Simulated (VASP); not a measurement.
# Te2Mo: single point with PBEsol+U

Te2Mo, a slab with vacuum:

```xyz
12
Lattice="3.5614 0.0000 0.0000 -1.7807 3.0842 0.0000 0.0000 0.0000 38.9903" Properties=species:S:1:pos:R:3 pbc="T T T"
Te    0.0000    2.0562   12.7975
Te    0.0000    2.0562   37.1116
Te    1.7807    1.0281    5.4618
Te    1.7807    1.0281   29.7742
Te    1.7807    1.0281    1.8786
Te    1.7807    1.0281   26.1928
Te    0.0000    2.0562    9.2161
Te    0.0000    2.0562   33.5285
Mo    1.7807    1.0281   11.0084
Mo    1.7807    1.0281   35.3197
Mo    0.0000    2.0562    3.6706
Mo    0.0000    2.0562   27.9818
```

```json
{
  "Program": "VASP 6.6.1",
  "Task": "single point",
  "Functional": "PBEsol",
  "Potentials or basis": "VASP PAW PBE potentials, release 64 (Te, Mo_sv)",
  "Cutoff": "520 eV",
  "k mesh": "7 × 7 × 1",
  "Occupations": "fermi-dirac, width 0.05 eV",
  "Spin": "no spin polarisation",
  "Hubbard terms": "Mo d U = 2 eV"
}
```

```yaml
Largest_force: 0.047 eV/Å
Band_gap_on_the_k_mesh: 1.08 eV, indirect (least direct gap 1.29 eV)
```

Forces on the atoms (eV/Å):
```
Te   0.000  0.000 -0.047
Te   0.000  0.000  0.003
Te   0.000  0.000  0.013
Te   0.000  0.000  0.006
Te   0.000  0.000 -0.003
Te   0.000  0.000  0.047
Te   0.000  0.000 -0.006
Te   0.000  0.000 -0.013
Mo   0.000  0.000 -0.014
Mo   0.000  0.000  0.008
Mo   0.000  0.000 -0.008
Mo   0.000  0.000  0.014
```

Levels at points of the mesh, in eV from the valence-band top:
| k point | band 49 | band 50 | band 51 | band 52 | band 53 | band 54 | band 55 | band 56 |
| --- | --- | --- | --- | --- | --- | --- | --- | --- |
| (0.00, 0.00, 0.00) | -0.65 | -0.28 | -0.09 | 0.00 | 2.94 | 2.95 | 2.96 | 2.97 |

Eigenvalues of the final occupation matrices:
```
     site  spin  trace               eigenvalues
 site 9 d     1   1.99  0.39 0.39 0.39 0.41 0.41
 site 9 d     2   1.99  0.39 0.39 0.39 0.41 0.41
site 10 d     1   1.99  0.39 0.39 0.39 0.41 0.41
site 10 d     2   1.99  0.39 0.39 0.39 0.41 0.41
site 11 d     1   1.99  0.39 0.39 0.39 0.41 0.41
site 11 d     2   1.99  0.39 0.39 0.39 0.41 0.41
site 12 d     1   1.99  0.39 0.39 0.39 0.41 0.41
site 12 d     2   1.99  0.39 0.39 0.39 0.41 0.41
```

Wall time 11 min on 1 thread of Intel(R) Xeon(R) Platinum 8259CL CPU @ 2.50GHz (Skylake/Cascade Lake) (shared host), peak memory 0.59 GiB.

Caveat: the PAW data sets were made with another functional, which shifts forces and pressure a little; spin-orbit coupling is left out, which moves the levels of the heavy elements; the U is typed as a test and isn't derived for this compound.
